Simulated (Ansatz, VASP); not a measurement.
# RbH2 in VASP and in Ansatz

```
Rb H
1.0
     1.99774    1.15340    4.49374
    -1.99774    1.15340    4.49374
     0.00000   -2.30679    4.49374
Rb H
1 2
Direct
  0.00000 0.00000 0.00000
  0.80648 0.80648 0.80648
  0.19352 0.19352 0.19352
```

Alike in both runs: functional PBE; k mesh 6 × 6 × 6; occupations gaussian, width 0.1 eV; no spin polarisation.

Ansatz relaxed the structure, and its values are those at the end. VASP's run is a single point on that final structure, the one shown.

```csv
,VASP,Ansatz
version,VASP 6.6.1,Ansatz 0.2.0
potentials or method,"VASP PAW PBE potentials, release 64 (Rb_sv, H)","scalar-relativistic, plane waves, PAW"
plane-wave cutoff (eV),520,420
valence electrons in the cell,11,11
```

Ansatz gave:

| Quantity | Value |
| --- | --- |
| gap on the k mesh at the Fermi level (eV) | none |
| pressure (GPa) | 0.1 |
| rms of the force components (eV/Å) | 0.005 |

**Question.** What did VASP give for the same quantities?

**Answer.** gap on the k mesh at the Fermi level (eV): none; pressure (GPa): 0.1; rms of the force components (eV/Å): 0.006.

A gap of «none» marks a metal or a gap that the smearing closes. The functional is the same, so the differences come from potentials, cutoffs and numerics.
